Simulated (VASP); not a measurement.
# Pt (Fm-3m) in VASP: notebook

The runs below take Pt through relaxation of cell and atoms, with PBEsol.

Program: VASP 6.6.1. These are calculated values, not measurements. Logs are shortened: lines on timing, memory, paths and dates and some standing lists are left out, and cuts for length are marked.

### Step 1. Starting point

Symmetry: Fm-3m, No. 225, cubic system. Conventional cell: a = 3.922 Å, b = 3.922 Å, c = 3.922 Å, α = 90.00°, β = 90.00°, γ = 90.00°. Pt (site symmetry m-3m) has 12 Pt at 2.77 Å as nearest neighbours.

### Step 2. Relaxation of cell and atoms, PBEsol

INCAR reads:

```
SYSTEM = Pt
PREC = Accurate
ENCUT = 600
EDIFF = 1E-6
ISMEAR = 1
SIGMA = 0.1
LREAL = .FALSE.
LASPH = .TRUE.
NELM = 80
ALGO = Normal
ISIF = 3
LWAVE = .FALSE.
LCHARG = .FALSE.
GGA = PS
IBRION = 2
NSW = 90
EDIFFG = -0.01
KPAR = 2
```

KPOINTS reads:

```
regular mesh
0
G
  16 16 16
  0 0 0
```

POSCAR reads:

```
Pt
1.0
    0.0000000000      1.9609000000      1.9609000000
    1.9609000000      0.0000000000      1.9609000000
    1.9609000000      1.9609000000      0.0000000000
Pt
1
Direct
    0.0000000000      0.0000000000      0.0000000000
```

Potentials or basis: VASP PAW PBE potentials, release 64 (Pt).

Run with:

```sh
cat potpaw_PBE.64/Pt/POTCAR > POTCAR
mpirun -np 2 vasp_std > vasp.out
```

OUTCAR:

```text
SYSTEM = Pt
   PREC = Accurate
   ENCUT = 600
   EDIFF = 1E-6
   ISMEAR = 1
   LREAL = .FALSE.
   LASPH = .TRUE.
   NELM = 80
   ISIF = 3
   GGA = PS
   IBRION = 2
   NSW = 90
   EDIFFG = -0.01

 ion  position               nearest neighbor table
   1  0.000  0.000  0.000-

  LATTYP: Found a face centered cubic cell.
 ALAT       =     3.9218000000

  Lattice vectors:

 A1 = (   0.0000000000,   1.9609000000,   1.9609000000)
 A2 = (   1.9609000000,   0.0000000000,   1.9609000000)
 A3 = (   1.9609000000,   1.9609000000,   0.0000000000)

Analysis of symmetry for initial positions (statically):
=====================================================================
 Subroutine PRICEL returns:
 Original cell was already a primitive cell.

 Routine SETGRP: Setting up the symmetry group for a
 face centered cubic supercell.

 Subroutine GETGRP returns: Found 48 space group operations
 (whereof 48 operations were pure point group operations)
 out of a pool of 48 trial point group operations.

The static configuration has the point symmetry O_h .

Analysis of symmetry for dynamics (positions and initial velocities):
=====================================================================
 Subroutine PRICEL returns:
 Original cell was already a primitive cell.

 Routine SETGRP: Setting up the symmetry group for a
 face centered cubic supercell.

 Subroutine GETGRP returns: Found 48 space group operations
 (whereof 48 operations were pure point group operations)
 out of a pool of 48 trial point group operations.

The dynamic configuration has the point symmetry O_h .

 Subroutine INISYM returns: Found 48 space group operations
 (whereof 48 operations are pure point group operations),
 and found     1 'primitive' translations

----------------------------------------------------------------------------------------

                                     Primitive cell

  volume of cell :      15.0798

  direct lattice vectors                    reciprocal lattice vectors
     0.000000000  1.960900000  1.960900000    -0.254984956  0.254984956  0.254984956
     1.960900000  0.000000000  1.960900000     0.254984956 -0.254984956  0.254984956
[... 91 lines left out ...]
   POTIM  = 0.5000    time-step for ionic-motion
   TEBEG  =    0.0;   TEEND  =   0.0 temperature during run
   PSTRESS=    0.0 pullay stress
   NELECT =      10.0000    total number of electrons
   NUPDOWN=      -1.0000    fix difference up-down
   EMIN   =  10.00;   EMAX   =-10.00  energy-range for DOS
   EFERMI =   0.00;   METHOD = LEGACY
   ISMEAR =     1;   SIGMA  =   0.10  broadening in eV -4-tet -1-fermi 0-gaus
   EFERMI_NEDOS =   21; number of points for ismear=-14 and -15
   IALGO  =     38    algorithm
   IMIX   =      4    mixing-type and parameters
     AMIX     =   0.40;   BMIX     =  1.00
     AMIX_MAG =   1.60;   BMIX_MAG =  1.00
  volume/ion in A,a.u.               =      15.08       101.76
  Fermi-wavevector in a.u.,A,eV,Ry     =   1.427609  2.697791 27.729605  2.038068
  Thomas-Fermi vector in A             =   2.547760
   LORBIT       =      0    0 simple, 1 ext, 2 COOP (PROOUT), +10 PAW based schemes
   GGA     = PS    functional components
   LHFCALC =     F    Hartree Fock is set to
   AEXX    =    0.0000 exact exchange contribution
   IVDW    =     0    specifies the selected vdW correction
   LEPSILON=     F    determine dielectric tensor
   LRPA    =     F    only Hartree local field effects (RPA)
 conjugate gradient relaxation of ions
 non-spin polarized calculation
 Methfessel and Paxton  Order N= 1 SIGMA  =   0.10
  energy-cutoff  :      600.00
  volume of cell :       15.08
 maximum number of plane-waves:       531
 NGX is ok and might be reduce to    24
   NGX = 11   NGY = 11   NGZ = 11

--------------------------------------- Ionic step        1  -------------------------------------------

 number of electron      10.0000000 magnetization

 Free energy of the ion-electron system (eV)
  ---------------------------------------------------
  ext. energy  EPLUGINS =         0.00000000
  ---------------------------------------------------
  free energy    TOTEN  =        -6.96164863 eV

  energy without entropy =       -6.96084149  energy(sigma->0) =       -6.96137958

------------------------ aborting loop because EDIFF is reached ----------------------------------------

  FORCE on cell =-STRESS in cart. coord.  units (eV):
  Direction    XX          YY          ZZ          XY          YZ          ZX
  --------------------------------------------------------------------------------------
  -------------------------------------------------------------------------------------
  Total       -0.1221605     -0.1221605     -0.1221605     -0.0000000      0.0000000      0.0000000
  in kB      -12.9791153    -12.9791153    -12.9791153     -0.0000000      0.0000000      0.0000000
  external PRESSURE =     -12.9791153 kB  Pullay stress =       0.0000000 kB
[... 57 lines left out ...]
--------------------------------------- Ionic step        3  -------------------------------------------

 number of electron       9.9999999 magnetization

 Free energy of the ion-electron system (eV)
  ---------------------------------------------------
  ext. energy  EPLUGINS =         0.00000000
  ---------------------------------------------------
  free energy    TOTEN  =        -6.96192981 eV

  energy without entropy =       -6.96114206  energy(sigma->0) =       -6.96166723

 E-fermi :  11.1593     XC(G=0): -13.6561

 val. band max:       11.1532800066   @ k =  -0.4375   0.1250   0.0625
 cond. band min:      11.1843547478   @ k =  -0.4375   0.3125   0.0000
 fundamental gap:      0.0310747412
 Fermi energy:        11.1593130036

 k-point     1 :       0.0000    0.0000    0.0000
  band No.  band energies     occupation
      1       0.8374      2.00000
      2       7.3469      2.00000
      3       7.3469      2.00000
      4       7.3469      2.00000
      5       9.5426      2.00000
      6       9.5426      2.00000
      7      25.7968      0.00000
      8      30.7815      0.00000
      9      30.7815      0.00000
[... 265 lines left out ...]
 k-point    24 :      -0.0625    0.0625    0.0000
  band No.  band energies     occupation
      1       1.2537      2.00000
      2       7.1434      2.00000
      3       7.4980      2.00000
      4       7.5425      2.00000
      5       9.3467      2.00000
      6       9.5691      2.00000
      7      26.4344      0.00000
      8      29.1722      0.00000
      9      30.8540      0.00000

 [... further k-points ...]
[... 5 lines left out ...]
  --------------------------------------------------------------------------------------
  -------------------------------------------------------------------------------------
  Total        0.0002072      0.0002072      0.0002072      0.0000000      0.0000000      0.0000000
  in kB        0.0221153      0.0221153      0.0221153      0.0000000      0.0000000      0.0000000
  external PRESSURE =       0.0221153 kB  Pullay stress =       0.0000000 kB
[... 16 lines left out ...]
  FREE ENERGIE OF THE ION-ELECTRON SYSTEM (eV)
  ---------------------------------------------------
  free  energy   TOTEN  =        -6.9619298064 eV

  energy  without entropy=       -6.9611420622  energy(sigma->0) =       -6.96166723

 reached required accuracy - stopping structural energy minimisation
```

CONTCAR:

```text
Pt
   1.00000000000000
    -0.0000000000000000    1.9579378808237580    1.9579378808237580
     1.9579378808237580    0.0000000000000000    1.9579378808237580
     1.9579378808237580    1.9579378808237580    0.0000000000000000
  Pt
     1
Direct
     0.0000000000000000    0.0000000000000000    0.0000000000000000

  0.00000000E+00  0.00000000E+00  0.00000000E+00
```

It took 30 s on 2 MPI ranks of Intel Xeon Platinum 8259CL at 2.50GHz (Skylake/Cascade Lake), shared host; peak memory 0.16 GiB.

What came out:

* Free energy: -6.9619 eV
* Relaxed volume: 15.01 Å³/atom
* Relaxed cell: a = 2.769 Å, b = 2.769 Å, c = 2.769 Å, α = 60.00°, β = 60.00°, γ = 60.00°
* Space group after relaxing (to 0.05 Å): Fm-3m (No. 225)
* Energy gained by relaxing: 0.3 meV/atom
* Ionic steps: 3
* Pressure after relaxing: 0.0 GPa
* Band gap on the k mesh: none (metal or under the smearing width)

The path:
| step | energy change (eV) | largest force (eV/Å) | pressure (GPa) | volume (Å³) |
| --- | --- | --- | --- | --- |
| 1 | 0.0000 | 0.0000 | -1.30 | 15.08 |
| 2 | 0.0021 | 0.0000 | 3.99 | 14.81 |
| 3 | -0.0003 | 0.0000 | 0.00 | 15.01 |

Final structure:
```
Pt
1.0
     0.00000    1.95794    1.95794
     1.95794    0.00000    1.95794
     1.95794    1.95794    0.00000
Pt
1
Direct
  0.00000 0.00000 0.00000
```

Caveat: the PAW data sets were made with another functional, which shifts forces and pressure a little.

### Step 3. Relaxation of cell and atoms, PBEsol

This run uses another cell than the first one, of 15.01 Å³/atom, 0.995 times its volume.

Changes to INCAR since step 2:

```diff
@@ -3,3 +3,3 @@
 ENCUT = 600
-EDIFF = 1E-6
+EDIFF = 1E-7
 ISMEAR = 1
@@ -16,3 +16,3 @@
 NSW = 90
-EDIFFG = -0.01
+EDIFFG = -0.005
 KPAR = 2
```

KPOINTS is that of step 2.

POSCAR reads:

```
Pt                                      
1.0
   -0.0000000000      1.9579378808      1.9579378808
    1.9579378808      0.0000000000      1.9579378808
    1.9579378808      1.9579378808      0.0000000000
  Pt            
     1
Direct
     0.0000000000000000    0.0000000000000000    0.0000000000000000
```

Potentials or basis: VASP PAW PBE potentials, release 64 (Pt).

Run with:

```sh
cat potpaw_PBE.64/Pt/POTCAR > POTCAR
mpirun -np 2 vasp_std > vasp.out
```

Run time: 13 s. Hardware: 2 MPI ranks of Intel Xeon Platinum 8259CL at 2.50GHz (Skylake/Cascade Lake), shared host; peak memory 0.15 GiB.

It converged, with:

| Property | Result |
| --- | --- |
| Free energy | -6.9619 eV |
| Pressure after relaxing | 0.0 GPa |
| Band gap on the k mesh | none (metal or under the smearing width) |

Final structure:
```
Pt
1.0
     0.00000    1.95794    1.95794
     1.95794    0.00000    1.95794
     1.95794    1.95794    0.00000
Pt
1
Direct
  0.00000 0.00000 0.00000
```

Levels at points of the mesh, in eV from the Fermi level:
| k point | band 2 | band 3 | band 4 | band 5 | band 6 | band 7 | band 8 | band 9 |
| --- | --- | --- | --- | --- | --- | --- | --- | --- |
| (0.00, 0.00, 0.00) | -3.81 | -3.81 | -3.81 | -1.62 | -1.62 | 14.64 | 19.62 | 19.62 |
| (0.50, 0.00, 0.00) | -3.87 | -3.87 | -0.54 | 0.07 | 0.07 | 5.86 | 14.19 | 19.00 |
| (0.50, 0.50, 0.00) | -6.67 | 0.04 | 0.52 | 0.52 | 1.73 | 8.90 | 11.38 | 11.38 |

Caveat: the relaxation stopped at its first step, so nothing moved; the PAW data sets were made with another functional, which shifts forces and pressure a little.

### Step 4. Relaxation of cell and atoms, PBEsol

INCAR reads:

```
  ALGO = Normal
  EDIFF = 1E-6
  EDIFFG = -0.01
  ENCUT = 600
  GGA = PS
  IBRION = 2
  ISIF = 3
  ISMEAR = 1
  LASPH = True
  LCHARG = False
  LREAL = False
  LWAVE = False
  NELM = 80
  NSW = 90
  PREC = Accurate
  SIGMA = 0.1
```

KPOINTS reads:

```
k-points
0
Gamma
  16 16 16
```

POSCAR reads:

```
Pt
1.0
    0.0000000000      1.9609000000      1.9609000000
    1.9609000000      0.0000000000      1.9609000000
    1.9609000000      1.9609000000      0.0000000000
Pt
1
Direct
    0.0000000000      0.0000000000      0.0000000000
```

Potentials or basis: VASP PAW PBE potentials, release 64 (Pt).

Run with:

```sh
cat potpaw_PBE.64/Pt/POTCAR > POTCAR
mpirun -np 1 vasp_std > vasp.out
```

OUTCAR:

```text
EDIFF = 1E-6
   EDIFFG = -0.01
   ENCUT = 600
   GGA = PS
   IBRION = 2
   ISIF = 3
   ISMEAR = 1
   LASPH = True
   LREAL = False
   NELM = 80
   NSW = 90
   PREC = Accurate

 ion  position               nearest neighbor table
   1  0.000  0.000  0.000-

  LATTYP: Found a face centered cubic cell.
 ALAT       =     3.9218000000

  Lattice vectors:

 A1 = (   0.0000000000,   1.9609000000,   1.9609000000)
 A2 = (   1.9609000000,   0.0000000000,   1.9609000000)
 A3 = (   1.9609000000,   1.9609000000,   0.0000000000)

Analysis of symmetry for initial positions (statically):
=====================================================================
 Subroutine PRICEL returns:
 Original cell was already a primitive cell.

 Routine SETGRP: Setting up the symmetry group for a
 face centered cubic supercell.

 Subroutine GETGRP returns: Found 48 space group operations
 (whereof 48 operations were pure point group operations)
 out of a pool of 48 trial point group operations.

The static configuration has the point symmetry O_h .

Analysis of symmetry for dynamics (positions and initial velocities):
=====================================================================
 Subroutine PRICEL returns:
 Original cell was already a primitive cell.
[... 225 lines left out ...]
--------------------------------------- Ionic step        3  -------------------------------------------

 number of electron       9.9999999 magnetization

 Free energy of the ion-electron system (eV)
  ---------------------------------------------------
  ext. energy  EPLUGINS =         0.00000000
  ---------------------------------------------------
  free energy    TOTEN  =        -6.96192981 eV

  energy without entropy =       -6.96114206  energy(sigma->0) =       -6.96166722

 E-fermi :  11.1593     XC(G=0): -13.6561

 val. band max:       11.1532801078   @ k =  -0.4375   0.1250   0.0625
 cond. band min:      11.1843548493   @ k =  -0.4375   0.3125   0.0000
 fundamental gap:      0.0310747415
 Fermi energy:        11.1593131045

 k-point     1 :       0.0000    0.0000    0.0000
  band No.  band energies     occupation
      1       0.8374      2.00000
      2       7.3469      2.00000
      3       7.3469      2.00000
      4       7.3469      2.00000
      5       9.5426      2.00000
      6       9.5426      2.00000
      7      25.7968      0.00000
      8      30.7815      0.00000
      9      30.7815      0.00000
[... 265 lines left out ...]
 k-point    24 :      -0.0625    0.0625    0.0000
  band No.  band energies     occupation
      1       1.2537      2.00000
      2       7.1434      2.00000
      3       7.4980      2.00000
      4       7.5425      2.00000
      5       9.3467      2.00000
      6       9.5691      2.00000
      7      26.4344      0.00000
      8      29.1722      0.00000
      9      30.8540      0.00000

 [... further k-points ...]

------------------------ aborting loop because EDIFF is reached ----------------------------------------

  FORCE on cell =-STRESS in cart. coord.  units (eV):
  Direction    XX          YY          ZZ          XY          YZ          ZX
  --------------------------------------------------------------------------------------
  -------------------------------------------------------------------------------------
  Total        0.0002073      0.0002073      0.0002073      0.0000000      0.0000000     -0.0000000
  in kB        0.0221301      0.0221301      0.0221301      0.0000000      0.0000000     -0.0000000
  external PRESSURE =       0.0221301 kB  Pullay stress =       0.0000000 kB
[... 16 lines left out ...]
  FREE ENERGIE OF THE ION-ELECTRON SYSTEM (eV)
  ---------------------------------------------------
  free  energy   TOTEN  =        -6.9619298058 eV

  energy  without entropy=       -6.9611420617  energy(sigma->0) =       -6.96166722

 reached required accuracy - stopping structural energy minimisation
```

CONTCAR:

```text
Pt
   1.00000000000000
    -0.0000000000000000    1.9579378774412843    1.9579378774412843
     1.9579378774412843    0.0000000000000000    1.9579378774412843
     1.9579378774412843    1.9579378774412843    0.0000000000000000
  Pt
     1
Direct
     0.0000000000000000    0.0000000000000000    0.0000000000000000

  0.00000000E+00  0.00000000E+00  0.00000000E+00
```

It took 14 s on 1 thread of Intel Xeon 6975P-C (Granite Rapids), shared host; peak memory 0.16 GiB.

Results:

- Free energy: -6.9619 eV
- Relaxed volume: 15.01 Å³/atom
- Relaxed cell: a = 2.769 Å, b = 2.769 Å, c = 2.769 Å, α = 60.00°, β = 60.00°, γ = 60.00°
- Space group after relaxing (to 0.05 Å): Fm-3m (No. 225)
- Energy gained by relaxing: 0.3 meV/atom
- Ionic steps: 3
- Pressure after relaxing: 0.0 GPa
- Band gap on the k mesh: none (metal or under the smearing width)

Step by step:
```csv
step,energy change (eV),largest force (eV/Å),pressure (GPa),volume (Å³)
1,0.0000,0.0000,-1.30,15.08
2,0.0021,0.0000,3.99,14.81
3,-0.0003,0.0000,0.00,15.01
```

Final structure:
```xyz
1
Lattice="0.0000 1.9579 1.9579 1.9579 0.0000 1.9579 1.9579 1.9579 0.0000" Properties=species:S:1:pos:R:3 pbc="T T T"
Pt    0.0000    0.0000    0.0000
```

Levels at points of the mesh, in eV from the Fermi level:
```
           k point  band 1  band 2  band 3  band 4  band 5  band 6  band 7  band 8  band 9
(0.00, 0.00, 0.00)  -10.32   -3.81   -3.81   -3.81   -1.62   -1.62   14.64   19.62   19.62
(0.50, 0.00, 0.00)   -7.40   -3.87   -3.87   -0.54    0.07    0.07    5.86   14.19   19.00
(0.50, 0.50, 0.00)   -7.14   -6.67    0.04    0.52    0.52    1.73    8.90   11.38   11.38
```

Caveat: the PAW data sets were made with another functional, which shifts forces and pressure a little.
